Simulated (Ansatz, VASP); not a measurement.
# One calculation of Y, two programs

File POSCAR:

```
Y
1.0
   -1.8860180000      1.8860180000      1.8860180000
    1.8860180000     -1.8860180000      1.8860180000
    1.8860180000      1.8860180000     -1.8860180000
Y
1
Direct
    0.0000000000      0.0000000000      0.0000000000
```

Contents of INCAR.step1:

```
  ALGO = Normal
  EDIFF = 1E-4
  ENCUT = 600
  GGA = PE
  ISMEAR = -1
  LASPH = True
  LCHARG = False
  LREAL = False
  LWAVE = True
  NELM = 80
  PREC = Accurate
  SIGMA = 0.1
```

INCAR.step2

```
  ALGO = Normal
  EDIFF = 1E-6
  EDIFFG = -0.01
  ENCUT = 600
  IBRION = 2
  ISIF = 3
  ISMEAR = -1
  ISTART = 1
  LASPH = True
  LCHARG = False
  LMIXTAU = True
  LREAL = False
  LWAVE = False
  METAGGA = R2SCAN
  NELM = 80
  NSW = 60
  PREC = Accurate
  SIGMA = 0.1
```

File KPOINTS:

```
k-points
0
Gamma
  7 7 7
```

Input for Ansatz:

```yaml
crystal:
  lattice:
    - [-1.886018, 1.886018, 1.886018]
    - [1.886018, -1.886018, 1.886018]
    - [1.886018, 1.886018, -1.886018]
  atoms:
    - { symbol: "Y", position: [0.0, 0.0, 0.0] }
  symmetry: { tolerance: 0.0003 }
kpoints:
  mp_grid: { grid: [7, 7, 7], shift: [0, 0, 0] }
magnetization:
  spin_polarized: false
scf:
  occupations: { method: fermi_dirac }
hamiltonian:
  pseudopotentials: { kind: paw }
  xc: r2scan
basis:
  ecutwfc: 500
output:
  forces: true
  stress: true
  eigenvalues: true
relax:
  max_steps: 40
  cell: {}
```

The cell was built by a generator and needn't be a form met in nature.

Alike in both runs: task relaxation of cell and atoms; functional r2SCAN; k mesh 7 × 7 × 7; no spin polarisation.

```csv
,VASP,Ansatz
version,VASP 6.6.1,Ansatz 0.2.0
potentials or method,"VASP PAW PBE potentials, release 64 (Y_sv)",PAW plane waves
plane-wave cutoff (eV),600,500
occupations,"fermi-dirac, width 0.1 eV",fermi-dirac
valence electrons in the cell,11,11
```

VASP gave:

* gap on the k mesh at the Fermi level, each at its own relaxed structure (eV): none
* relaxed volume (Å³/atom): 33.68
* relaxed cell length with the largest relative difference (Å): 3.524
* energy change over the relaxation (meV/atom): -228

Question: Estimate Ansatz's values.

Answer: gap on the k mesh at the Fermi level, each at its own relaxed structure (eV): none; relaxed volume (Å³/atom): 33.65; relaxed cell length with the largest relative difference (Å): 3.523; energy change over the relaxation (meV/atom): -223.

A gap of «none» marks a metal or a gap that the smearing closes.

Caveats: the volume moved by over 15 % at a fixed basis, so the end points are rough; the PAW data sets were made with another functional, which shifts forces and pressure a little (VASP).
